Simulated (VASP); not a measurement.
Input of a VASP 6.6.1 run:

File INCAR:

```
SYSTEM = In
  PREC = Accurate
  ENCUT = 500
  EDIFF = 1E-6
  ISMEAR = 1
  SIGMA = 0.1
  LREAL = .FALSE.
  LASPH = .TRUE.
  NELM = 80
  ALGO = Fast
  ISIF = 2
  LWAVE = .FALSE.
  LCHARG = .FALSE.
  GGA = PS
  ICORELEVEL = 1
  KPAR = 4
```

Contents of KPOINTS:

```
regular mesh
0
G
  6 4 5
  0 0 0
```

POSCAR

```
In
1.0
   -1.6254700000      1.6254700000      7.4211000000
    6.5018800000     -6.5018800000      0.0000000000
    4.8764100000      4.8764100000     -7.4211000000
In
18
Direct
    0.0000000000      0.5000000000      0.0000000000
    1.0000000000      0.5000000000      0.3333333333
    0.0000000000      0.5000000000      0.6666666667
    0.3333333333      0.8333333333      0.0000000000
    0.3333333333      0.8333333333      0.3333333333
    0.3333333333      0.8333333333      0.6666666667
    0.0000000000      0.0000000000      0.0000000000
    0.0000000000      0.0000000000      0.3333333333
    0.0000000000      0.0000000000      0.6666666667
    0.3333333333      0.3333333333      0.0000000000
    0.3333333333      0.3333333333      0.3333333333
    0.3333333333      0.3333333333      0.6666666667
    0.6666666667      0.6666666667      1.0000000000
    0.6666666667      0.6666666667      0.3333333333
    0.6666666667      0.6666666667      0.6666666667
    0.6666666667      0.1666666667      0.0000000000
    0.6666666667      0.1666666667      0.3333333333
    0.6666666667      0.1666666667      0.6666666667
```

Potentials or basis: VASP PAW PBE potentials, release 64 (In).

Run with:

```bash
$ cat potpaw_PBE.64/In/POTCAR > POTCAR
$ mpirun -np 4 vasp_std > vasp.out
```

Q: Estimate the band gap on the k mesh.

A: None (metal or under the smearing width).

Q: What does it give for the pressure?

A: -0.6 GPa.

Stress tensor (GPa, compression positive):
```
-0.75  0.31  0.06
 0.31 -1.17  0.20
 0.06  0.20 -0.01
```

Caveat: the PAW data sets were made with another functional, which shifts forces and pressure a little.
